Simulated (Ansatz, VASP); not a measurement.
## One calculation of Fe, two programs

INCAR

```
ALGO     = Normal         # electronic algorithm
EDIFF    = 1E-6           # SCF threshold, eV
EDIFFG   = -0.02          # ionic threshold
ENCUT    = 600            # plane-wave cutoff, eV
GGA      = PE             # functional
IBRION   = 2              # ionic algorithm
ISIF     = 3              # what is computed and relaxed
ISMEAR   = -1             # smearing method
ISPIN    = 2              # spin polarisation
IVDW     = 13             # dispersion correction
LASPH    = True           # aspherical terms in the spheres
LCHARG   = False          # write CHGCAR
LMAXMIX  = 4              # l up to which the mixer works
LORBIT   = 11             # projections on sites
LREAL    = False          # projectors in reciprocal space
LWAVE    = False          # write WAVECAR
MAGMOM   = 3              # initial moments
NELM     = 150            # most SCF steps
NSW      = 80             # ionic steps
PREC     = Accurate       # precision mode
SIGMA    = 0.05           # smearing width, eV
```

The input KPOINTS:

```
k-points
0
Gamma
  13 13 13
```

The input POSCAR:

```
Fe
1.0
   -1.4430000000      1.4430000000      1.4430000000
    1.4430000000     -1.4430000000      1.4430000000
    1.4430000000      1.4430000000     -1.4430000000
Fe
1
Direct
    0.0000000000      0.0000000000      0.0000000000
```

The input input.yaml:

```yaml
crystal:
  lattice:
    - [-1.443, 1.443, 1.443]
    - [1.443, -1.443, 1.443]
    - [1.443, 1.443, -1.443]
  atoms:
    - { symbol: Fe, position: [0.0, 0.0, 0.0], spin: 3.0 }
kpoints:
  mp_grid: { grid: [13, 13, 13] }
scf:
  occupations: { method: fermi_dirac, width: 0.05 }
hamiltonian:
  xc: pbe
  dispersion: d4
  pseudopotentials: { kind: all_electron, lapw: { basis_error: 0.001 } }
magnetization:
  spin_polarized: true
output:
  forces: true
  stress: true
relax:
  f_tol: 0.02
  max_steps: 60
  cell: {}
```

Alike in both runs: task relaxation of cell and atoms; functional PBE; dispersion D4; k mesh 13 × 13 × 13; occupations fermi-dirac, width 0.05 eV; collinear spin.

|  | VASP | Ansatz |
| --- | --- | --- |
| version | VASP 6.6.1 | Ansatz 0.2.0 |
| potentials or method | VASP PAW PBE potentials, release 64 (Fe) | all-electron LAPW, scalar-relativistic |
| plane-wave cutoff (eV) | 600 | see its input |

VASP gave:

| Item | Value |
| --- | --- |
| net moment per atom (μB) | 2.10 |
| size of the moment on the site where the two differ most (μB) | 2.09 |
| relaxed volume (Å³/atom) | 11.03 |
| relaxed cell length with the largest relative difference (Å) | 2.429 |
| energy change over the relaxation (meV/atom) | -48 |

Task: Which values does Ansatz return?

Result: net moment per atom (μB): 2.08; size of the moment on the site where the two differ most (μB): 2.13; relaxed volume (Å³/atom): 11.04; relaxed cell length with the largest relative difference (Å): 2.429; energy change over the relaxation (meV/atom): -49.

Site moments also hang on the region over which each program counts them. Ansatz ran all-electron here, so the differences hold the error of VASP's frozen core and of both bases.

Caveats: pairwise dispersion overbinds metals, which lowers pressure and volume (VASP).
